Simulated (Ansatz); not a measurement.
# Ru: equation of state with PBE

The system is Ru.

```
Ru
1.0
     2.70580    0.00000    0.00000
    -1.35290    2.34329    0.00000
     0.00000    0.00000    4.28190
Ru
2
Direct
  0.66667 0.33333 0.75000
  0.33333 0.66667 0.25000
```

```json
{
  "Program": "Ansatz 0.2.0",
  "Task": "equation of state",
  "Functional": "PBE",
  "Potentials or basis": "JTH PAW",
  "Cutoff": "1800 eV",
  "Density cutoff": "7200 eV",
  "k mesh": "11 × 11 × 6",
  "Occupations": "fermi-dirac, width 0.05 eV",
  "Spin": "no spin polarisation"
}
```

```yaml
Equilibrium_volume: 13.76 Å³/atom
Bulk_modulus_at_fixed_shape_and_positions: 310 GPa
Pressure_derivative_of_the_bulk_modulus: 4.8
```

Energy against volume, from the lowest point:
| volume (Å³/atom) | energy (meV/atom) |
| --- | --- |
| 12.760 | 81.37 |
| 13.032 | 41.33 |
| 13.303 | 15.41 |
| 13.575 | 2.09 |
| 13.846 | 0.00 |
| 14.118 | 7.92 |
| 14.389 | 24.76 |

All runs of the series together: 43 s on 2 threads of Arm Neoverse V2 (shared host).

Caveat: the cell was scaled at fixed shape and fractional positions, which overstates the stiffness of a crystal with free parameters, most of all of layers and chains.
